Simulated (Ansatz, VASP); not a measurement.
## Two plane-wave programs on Si4N3

INCAR

```
SYSTEM = Si4N3
  PREC = Accurate
  ENCUT = 600
  EDIFF = 1E-6
  ISMEAR = 0
  SIGMA = 0.1
  LREAL = .False.
  LASPH = .True.
  NELM = 100
  ALGO = Normal
  ISIF = 3
  LWAVE = .False.
  LCHARG = .False.
  GGA = PE
  IBRION = 2
  NSW = 100
  EDIFFG = -0.01
```

The input KPOINTS:

```
regular mesh
0
Gamma
  10 10 10
  0 0 0
```

File POSCAR:

```
Si4N3
1.0
    4.1652830708      0.0000000000      0.0000000000
    0.0000000000      4.1652830708      0.0000000000
    0.0000000000      0.0000000000      4.1652830708
Si N
4 3
Direct
    0.2818914093      0.2818914093      0.7181085907
    0.7181085907      0.7181085907      0.7181085907
    0.2818914093      0.7181085907      0.2818914093
    0.7181085907      0.2818914093      0.2818914093
    0.0000000000      0.0000000000      0.5000000000
    0.5000000000      0.0000000000      0.0000000000
    0.0000000000      0.5000000000      0.0000000000
```

Input for Ansatz:

```yaml
crystal:
  lattice:
    - [4.1652830708, 0.0, 0.0]
    - [0.0, 4.1652830708, 0.0]
    - [0.0, 0.0, 4.1652830708]
  atoms:
    - { symbol: Si, position: [0.2818914093, 0.2818914093, 0.7181085907] }
    - { symbol: Si, position: [0.7181085907, 0.7181085907, 0.7181085907] }
    - { symbol: Si, position: [0.2818914093, 0.7181085907, 0.2818914093] }
    - { symbol: Si, position: [0.7181085907, 0.2818914093, 0.2818914093] }
    - { symbol: "N", position: [0.0, 0.0, 0.5] }
    - { symbol: "N", position: [0.5, 0.0, 0.0] }
    - { symbol: "N", position: [0.0, 0.5, 0.0] }
basis:
  ecutwfc: 420
kpoints:
  mp_grid: { grid: [10, 10, 10] }
hamiltonian:
  xc: pbe
scf:
  occupations: { method: gaussian, width: 0.1 }
output:
  forces: true
  stress: true
  eigenvalues: true
relax:
  adjacent_minimum: "off"
  f_tol: 0.01
  max_steps: 80
  cell: { stress_tol: 0.05 }
```

Alike in both runs: task relaxation of cell and atoms; functional PBE; k mesh 10 × 10 × 10; occupations gaussian, width 0.1 eV; no spin polarisation.

|  | VASP | Ansatz |
| --- | --- | --- |
| version | VASP 6.6.1 | Ansatz 0.2.0 |
| potentials or method | VASP PAW PBE potentials, release 64 (Si, N) | scalar-relativistic, plane waves, PAW |
| plane-wave cutoff (eV) | 600 | 420 |
| valence electrons in the cell | 31 | 31 |

Ansatz gave:

| Item | Value |
| --- | --- |
| gap on the k mesh at the Fermi level, each at its own relaxed structure (eV) | none |
| relaxed volume (Å³/atom) | 10.32 |
| relaxed cell length with the largest relative difference (Å) | 4.165 |

Problem. Estimate VASP's values.

Solution. gap on the k mesh at the Fermi level, each at its own relaxed structure (eV): none; relaxed volume (Å³/atom): 10.31; relaxed cell length with the largest relative difference (Å): 4.164.

A gap of «none» marks a metal or a gap that the smearing closes.
